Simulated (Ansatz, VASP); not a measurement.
**KCl: VASP beside Ansatz**

```xyz
2
Lattice="0.0000 3.5073 3.5073 3.5073 0.0000 3.5073 3.5073 3.5073 0.0000" Properties=species:S:1:pos:R:3 pbc="T T T"
K     0.0000    0.0000    0.0000
Cl    1.7536    1.7536    1.7536
```

Alike in both runs: task single point; functional HSE06; k mesh 4 × 4 × 4; no spin polarisation.

|  | VASP | Ansatz |
| --- | --- | --- |
| version | VASP 6.6.1 | Ansatz 0.2.0 |
| potentials or method | VASP PAW PBE potentials, release 64 (K_sv, Cl) | plane waves, PAW |
| plane-wave cutoff (eV) | 520 | 420 |
| occupations | gaussian, width 0.01 eV | fixed |
| valence electrons in the cell | 16 | 16 |

|  | VASP | Ansatz | Ansatz less VASP |
| --- | --- | --- | --- |
| gap on the k mesh at the Fermi level (eV) | 6.02 | 6.02 | +0.001 |
| pressure (GPa) | 0.2 | 0.1 | -0.02 |

Ansatz warned: «stress_exchange_threshold_loose».

Caveats: the PAW data sets were made with another functional, which shifts forces and pressure a little (VASP). A k mesh can miss the band edges.
